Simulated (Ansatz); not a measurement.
# ZrS (Fm-3m) in Ansatz: band structure with PBEsol

Aim: the band structure of ZrS with PBEsol.

Everything below comes from runs of Ansatz 0.2.0. Logs are shortened: lines on timing, memory, paths and dates and some standing lists are left out, and cuts for length are marked.

**1. The structure**

It takes space group Fm-3m (No. 225, cubic). Conventional cell: a = 5.250 Å, b = 5.250 Å, c = 5.250 Å, α = 90.00°, β = 90.00°, γ = 90.00°. Zr (site symmetry m-3m) has 6 S at 2.62 Å as nearest neighbours. S (site symmetry m-3m) is surrounded by 6 Zr at 2.62 Å.

**2. Band structure, PBEsol, spin-orbit coupling, no magnetisation**

Input file input.yaml:

```yaml
crystal:
  lattice:
    - [0.0, 2.625, 2.625]
    - [2.625, 0.0, 2.625]
    - [2.625, 2.625, 0.0]
  atoms:
    - { symbol: Zr, position: [0.0, 0.0, 0.0] }
    - { symbol: S, position: [0.5, 0.5, 0.5] }
kpoints:
  mp_grid: { grid: [7, 7, 7] }
  band_path:
    path:
      - [0.0, 0.0, 0.0]
      - [0.5, 0.0, 0.5]
      - [0.5, 0.25, 0.75]
      - [0.375, 0.375, 0.75]
      - [0.0, 0.0, 0.0]
      - [0.5, 0.5, 0.5]
      - [0.625, 0.25, 0.625]
      - [0.5, 0.25, 0.75]
    npoints: 12
scf:
  occupations: { method: fermi_dirac, width: 0.05 }
hamiltonian:
  xc: pbesol
  pseudopotentials: { kind: all_electron, lapw: { basis_error: 0.001 } }
magnetization:
  noncollinear: true
  spin_orbit: true
output:
  forces: true
  stress: true
  eigenvalues: true
```

Potentials or basis: all-electron LAPW, relativistic spinors.

On the command line:

```console
ansatz run input.yaml --threads 1 --pin off --max-ram 3072MiB --backend cpu --events-out ev --progress --plain --runs-dir out
```

The log of the run:

```text
Warning: RAYON_NUM_THREADS=1 ignored (pool sized by the plan → 1); use --threads N
LAPW: plane waves up to 7.489 Å⁻¹, error target 1.0e-3 eV per atom; Dirac's equation on spinors; S in spheres of 1.180 Å, 14 of its electrons in bands; Zr in spheres of 1.445 Å, 28 of its electrons in bands (how accurate: hamiltonian.pseudopotentials.lapw.basis_error, Limitations)
Engine: ansatz 0.2.0, aarch64-unknown-linux-gnu
Pseudopotentials: kind: all_electron
Pseudopotential: Zr, LAPW, valence charge 28, lapw/all_electron/dirac/gaussian/Zr, Dirac's equation, gaussian nucleus
Pseudopotential: S, LAPW, valence charge 14, lapw/all_electron/dirac/gaussian/S, Dirac's equation, gaussian nucleus
Functional definition: PBEsol
  exchange = pbesol_x
  correlation = pbesol_c
non-collinear run that drives no moment, with spin-orbit: no starting moment large enough to seed its density (crystal.atoms[].spin), no starting occupations that ask for one, no magnetisation constraint and no magnetic field, so the semilocal B_xc is pinned to zero
Crystal: 2 atoms, lattice volume = 36.176 Å³
Basis set: ecut = 213.66250603652296 eV, 259 PW (Γ), exchange–correlation at level 2
Bands: 52, of which v1, the nominal top of the filled ones, is band 42 counted from 1 (41 counted from 0)
Symmetry: 48 space group operations + 48 with time reversal
Magnetic group: BNS 225.117 (UNI 1619), of the structure as read, at distance tolerance 3.3e-5 Å
k-points: 20 of 343
Non-local potential: Zr, projectors of the file, none
Non-local potential: S, projectors of the file, none
Initial density: superposition of atomic densities (chi_scale 0.1, normalization cell, long waves kept (reshape's long-wave potential 0.00 eV rms))
Initial wavefunctions: plane waves of lowest kinetic energy (no species holds an atomic orbital)
Functional: x = pbesol(κ = 0.804, μ = 0.12345679012345678), c = pbesol(β = 0.046)
iter 1 solved again at ethr=9.43e-4 eV; its pass at ethr=1.00e-1 eV (dr2=3.96e-1 eV) is discarded
SCF iter   1: F=—  HF=-108732.278434 eV  |F-HF|=—  |Δ(HF+E_count)|=         —  Δρ=2.47e-2  dr2=3.97e-1  dr2_m=0.00e0 (ungated)  ethr=9.43e-4  |M|=0.00e0 ∫|m|=0.00e0 μB  β_m=0.30  ⟨swp⟩=2.1  Hψ=6571  notcnv=0
preconditioner: auto → Kerker (q_TF=auto, 2.797 Å⁻¹)  [metal: Δε(μ)=0.078 eV  Ē_g=9.576 eV  σ=0.050 eV  W_gap=0.36  n_scr=14 (ndim 8)  ℏωp=19.5 eV  f_vac=0.000  D(μ)=1.13/eV (n_scr^D=8)]
spin=Noncollinear: Kerker preconditioning applied to the charge; magnetization (m_x, m_y, m_z) channels mix plain (no charge-response kernel on spin).
SCF iter   2: F=—  HF=-108732.176558 eV  |F-HF|=—  |Δ(HF+E_count)|=   1.02e-1  Δρ=1.70e-2  dr2=1.90e-1  dr2_m=0.00e0 (ungated)  ethr=9.43e-4  |M|=0.00e0 ∫|m|=0.00e0 μB  β_m=0.45  ⟨swp⟩=2.0  Hψ=3298  notcnv=0
SCF iter   3: F=—  HF=-108732.132037 eV  |F-HF|=—  |Δ(HF+E_count)|=   4.45e-2  Δρ=8.11e-3  dr2=4.45e-2  dr2_m=0.00e0 (ungated)  ethr=4.53e-4  |M|=0.00e0 ∫|m|=0.00e0 μB  β_m=0.73  ⟨swp⟩=2.0  Hψ=3166  notcnv=0
iter 4 solved again at ethr=6.84e-7 eV; its pass at ethr=1.06e-4 eV (dr2=2.87e-4 eV) is discarded
SCF iter   4: F=—  HF=-108732.127344 eV  |F-HF|=—  |Δ(HF+E_count)|=         —  Δρ=1.29e-3  dr2=2.87e-4  dr2_m=0.00e0 (ungated)  ethr=6.84e-7  |M|=0.00e0 ∫|m|=0.00e0 μB  β_m=0.77  ⟨swp⟩=2.1  Hψ=5308  notcnv=0
the basis was enlarged: its passes take 4.0 MiB over the memory plan, 1 of 1 planned eigensolver slots
SCF iter   5: F=—  HF=-108732.127055 eV  |F-HF|=—  |Δ(HF+E_count)|=   2.89e-4  Δρ=4.55e-4  dr2=4.51e-5  dr2_m=0.00e0 (ungated)  ethr=6.83e-7  |M|=0.00e0 ∫|m|=0.00e0 μB  β_m=0.82  ⟨swp⟩=2.1  Hψ=3131  notcnv=0
SCF iter   6: F=—  HF=-108732.127059 eV  |F-HF|=—  |Δ(HF+E_count)|=   3.28e-6  Δρ=1.66e-4  dr2=1.40e-5  dr2_m=0.00e0 (ungated)  ethr=1.07e-7  |M|=0.00e0 ∫|m|=0.00e0 μB  β_m=0.91  ⟨swp⟩=2.0  Hψ=3128  notcnv=0
SCF iter   7: F=—  HF=-108732.127059 eV  |F-HF|=—  |Δ(HF+E_count)|=   1.21e-7  Δρ=6.09e-5  dr2=1.76e-6  dr2_m=0.00e0 (ungated)  ethr=3.33e-8  |M|=0.00e0 ∫|m|=0.00e0 μB  β_m=0.82  ⟨swp⟩=2.0  Hψ=3128  notcnv=0
SCF iter   8: F=—  HF=-108732.127058 eV  |F-HF|=—  |Δ(HF+E_count)|=   9.98e-7  Δρ=1.99e-5  dr2=2.11e-7  dr2_m=0.00e0 (ungated)  ethr=4.19e-9  |M|=0.00e0 ∫|m|=0.00e0 μB  β_m=0.91  ⟨swp⟩=2.0  Hψ=3128  notcnv=0
SCF iter   9: F=-108732.127058 eV  HF=-108732.127058 eV  |F-HF|=7.84e-9  |Δ(HF+E_count)|=  7.28e-10  Δρ=6.01e-6  dr2=1.75e-8  dr2_m=0.00e0 (ungated)  ethr=5.02e-10  |M|=0.00e0 ∫|m|=0.00e0 μB  ⟨swp⟩=2.0  Hψ=3128  notcnv=0
SCF 1 converged in 9 iterations: F = -108732.127058 eV  dr2 = 1.75e-8
NSCF: frozen V_eff on 85 k-points
SCF converged after 9 iterations
Magnetization: |M| = 0.0000 μB,  M = (+0.0000, +0.0000, +0.0000) μB
Absolute magnetization: 0.0000 μB (∫|m|)
  site 0: m = (+0.0000, +0.0000, +0.0000) μB, |m| = 0.0000 μB  (R = 1.45 Å)
  site 1: m = (+0.0000, +0.0000, +0.0000) μB, |m| = 0.0000 μB  (R = 1.18 Å)
Free energy (F): -108732.127058 eV
Harris-Foulkes:  -108732.127058 eV  (|F-HF|=7.84e-9)
Internal energy: -108732.114613 eV  (E = F + TS)
E sigma→0 (E₀):  -108732.120835 eV
Entropy (-TS):   -0.012445 eV (-6.222 meV/atom)
Fermi energy:    16.058504 eV
--- Per-component energies (eV) ---
  E_band       = -4562.192727
  E_kinetic    = 112031.229374
  E_xc         = -3738.256482
  E_electrostatic = -217025.087504  (all electrons and nuclei)
  E_smearing   = -0.012445  (= −TS)
  E_closure    = 0.000000  (closes the sum)
  E_atoms      = -108716.868941  (free atoms, spherical and without spin; not in F)
  Σ components = -108732.127058   (vs F -108732.127058, Δ=0.00e0)
  Basis errors (estimates in eV, not in F): energy 3.2e-4 per atom: plane waves 2.8e-4 (1.6e-4 summed), levels above the bands 4.1e-57, relativity 2.0e-8, radial functions 3.4e-5, core shells 2.7e-7; eigenvalues (radial functions only) 2.0e-6; not estimated: angular momenta, meshes, grids; target (lapw.basis_error) 1.0e-3; muffin-tin radii S 1.180 Å, Zr 1.445 Å
--- Forces (eV/Å), atoms counted from 1 ---
  atom   1  Zr    -0.00000000    -0.00000000     0.00000000
  atom   2  S      0.00000000    -0.00000000    -0.00000000
  max |Σ_I F_I| component: 9.82e-25 eV/Å
--- Stress (GPa, compression-positive) ---
       -6.334608       0.000000      -0.000000
        0.000000      -6.334608       0.000000
       -0.000000       0.000000      -6.334608
  P = ⅓ Tr σ = -6.3346 GPa (-63.346 kbar)
--- Band table (eV; the first three rows and the last of 20) ---
  k-point 0: bands = ["-305.8384", "-305.8384", "-292.1754", "-292.1754", "-292.1754", "-292.1754", "-190.8632", "-190.8632", "-155.4097", "-155.4097", "-155.4097", "-155.4097", "-152.9152", "-152.9152", "-152.9152", "-152.9152", "-152.9077", "-152.9077", "-136.7606", "-136.7606", "-135.5016", "-135.5016", "-135.5016", "-135.5016", "-33.8272", "-33.8272", "-13.0354", "-13.0354", "-11.2629", "-11.2629", "-11.2629", "-11.2629", "0.2783", "0.2783", "12.4979", "12.4979", "12.6362", "12.6362", "12.6362", "12.6362", "14.6872", "14.6872", "14.6872", "14.6872", "14.7467", "14.7467", "15.3815", "15.3815", "15.3815", "15.3815", "17.8788", "17.8788"]
  k-point 1: bands = ["-305.8384", "-305.8384", "-292.1754", "-292.1754", "-292.1754", "-292.1754", "-190.8632", "-190.8632", "-155.4097", "-155.4097", "-155.4097", "-155.4097", "-152.9152", "-152.9152", "-152.9152", "-152.9152", "-152.9077", "-152.9077", "-136.7606", "-136.7606", "-135.5016", "-135.5016", "-135.5016", "-135.5016", "-33.8223", "-33.8223", "-13.0580", "-13.0580", "-11.3142", "-11.3142", "-11.2691", "-11.2691", "0.5312", "0.5312", "11.3134", "11.3134", "11.7573", "11.7573", "11.8100", "11.8100", "15.0884", "15.0884", "15.1099", "15.1099", "15.1596", "15.1596", "16.5676", "16.5676", "16.5766", "16.5766", "18.9538", "18.9538"]
  k-point 2: bands = ["-305.8384", "-305.8384", "-292.1754", "-292.1754", "-292.1754", "-292.1754", "-190.8632", "-190.8632", "-155.4097", "-155.4097", "-155.4097", "-155.4097", "-152.9152", "-152.9152", "-152.9152", "-152.9152", "-152.9077", "-152.9077", "-136.7606", "-136.7606", "-135.5016", "-135.5016", "-135.5016", "-135.5016", "-33.8112", "-33.8112", "-13.1109", "-13.1109", "-11.4225", "-11.4225", "-11.2829", "-11.2829", "1.1551", "1.1551", "9.4673", "9.4673", "10.7464", "10.7464", "10.7819", "10.7819", "15.7858", "15.7858", "16.1030", "16.1030", "16.1104", "16.1104", "18.7944", "18.7944", "18.8193", "18.8193", "20.2918", "20.2918"]
  k-point 19: bands = ["-305.8384", "-305.8384", "-292.1754", "-292.1754", "-292.1754", "-292.1754", "-190.8632", "-190.8632", "-155.4097", "-155.4097", "-155.4097", "-155.4097", "-152.9152", "-152.9152", "-152.9152", "-152.9152", "-152.9077", "-152.9077", "-136.7606", "-136.7606", "-135.5016", "-135.5016", "-135.5016", "-135.5016", "-33.7934", "-33.7934", "-13.1776", "-13.1776", "-11.4792", "-11.4792", "-11.4046", "-11.4046", "1.4638", "1.4638", "9.6639", "9.6639", "10.0885", "10.0885", "10.4641", "10.4641", "15.5509", "15.5509", "16.7265", "16.7265", "18.1218", "18.1218", "18.3298", "18.3298", "18.6268", "18.6268", "22.6953", "22.6953"]
```

It took 69 s on 1 thread of Arm Neoverse V2, shared host; peak memory 0.41 GiB.

What came out:

- Free energy: -108732.1271 eV
- Pressure: -6.3 GPa
- Band gap along the path: none (metal or under the smearing width)

Levels at the corners of the path, in eV from the Fermi level:
| point | band 38 | band 39 | band 40 | band 41 | band 42 | band 43 | band 44 | band 45 | band 46 | band 47 |
| --- | --- | --- | --- | --- | --- | --- | --- | --- | --- | --- |
| Γ | -3.42 | -3.42 | -3.42 | -1.37 | -1.37 | -1.37 | -1.37 | -1.31 | -1.31 | -0.68 |
| X | -4.48 | -4.35 | -4.35 | -3.44 | -3.44 | 0.50 | 0.50 | 2.32 | 2.32 | 2.41 |
| W | -5.92 | -5.84 | -5.84 | 0.02 | 0.02 | 0.06 | 0.06 | 1.76 | 1.76 | 2.30 |
| K | -6.09 | -5.24 | -5.24 | -1.46 | -1.46 | 1.77 | 1.77 | 1.99 | 1.99 | 2.42 |
| Γ | -3.42 | -3.42 | -3.42 | -1.37 | -1.37 | -1.37 | -1.37 | -1.31 | -1.31 | -0.68 |
| L | -5.94 | -5.91 | -5.91 | 1.46 | 1.46 | 1.47 | 1.47 | 1.80 | 1.80 | 1.88 |
| U | -6.09 | -5.24 | -5.24 | -1.46 | -1.46 | 1.77 | 1.77 | 1.99 | 1.99 | 2.42 |
| W | -5.92 | -5.84 | -5.84 | 0.02 | 0.02 | 0.06 | 0.06 | 1.76 | 1.76 | 2.30 |

Caveat: the k mesh is thin for a metal, which can move the energy by tens of meV per atom.
